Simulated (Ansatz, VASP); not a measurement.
# WC: VASP beside Ansatz

INCAR

```
PREC = Accurate
ENCUT = 600
EDIFF = 1E-7
ISMEAR = 0
SIGMA = 0.1
LREAL = False
LASPH = True
NELM = 100
ALGO = Fast
ISIF = 3
LWAVE = False
LCHARG = False
GGA = PE
IBRION = 2
NSW = 100
EDIFFG = -0.01
```

Contents of KPOINTS:

```
Automatic mesh
0
Gamma
  18 18 14
```

File POSCAR:

```
WC
1.0
    2.9065000000      0.0000000000      0.0000000000
   -1.4532500000      2.5171028361      0.0000000000
    0.0000000000      0.0000000000      2.8366000000
W C
1 1
Direct
    0.0000000000      0.0000000000      0.0000000000
    0.6666666667      0.3333333333      0.5000000000
```

Input for Ansatz:

```yaml
crystal:
  lattice:
    - [2.9065, 0.0, 0.0]
    - [-1.45325, 2.5171028361, 0.0]
    - [0.0, 0.0, 2.8366]
  atoms:
    - { symbol: W, position: [0.0, 0.0, 0.0] }
    - { symbol: C, position: [0.6666666667, 0.3333333333, 0.5] }
basis:
  ecutwfc: 420
kpoints:
  mp_grid: { grid: [18, 18, 14] }
hamiltonian:
  xc: pbe
scf:
  occupations: { method: gaussian, width: 0.1 }
output:
  forces: true
  stress: true
  eigenvalues: true
relax:
  adjacent_minimum: "off"
  f_tol: 0.005
  max_steps: 80
  cell: { stress_tol: 0.05 }
```

Alike in both runs: task relaxation of cell and atoms; functional PBE; k mesh 18 × 18 × 14; occupations gaussian, width 0.1 eV; no spin polarisation.

|  | VASP | Ansatz |
| --- | --- | --- |
| version | VASP 6.6.1 | Ansatz 0.2.0 |
| potentials or method | VASP PAW PBE potentials, release 64 (W_sv, C) | scalar-relativistic, plane waves, PAW |
| plane-wave cutoff (eV) | 600 | 420 |
| valence electrons in the cell | 18 | 18 |

```tsv
	VASP	Ansatz	Ansatz less VASP
gap on the k mesh at the Fermi level, each at its own relaxed structure (eV)	none	none	-
relaxed volume (Å³/atom)	10.55	10.52	-0.027
relaxed cell length with the largest relative difference (Å)	2.850	2.847	-0.0027
energy change over the relaxation (meV/atom)	-4	-3	+1.0
```

A gap of «none» marks a metal or a gap that the smearing closes.

Spin-orbit coupling is left out, which matters for the levels of W. Zero-point motion and thermal expansion aren't in these numbers. PBE usually gives volumes a little too large and moduli too small.
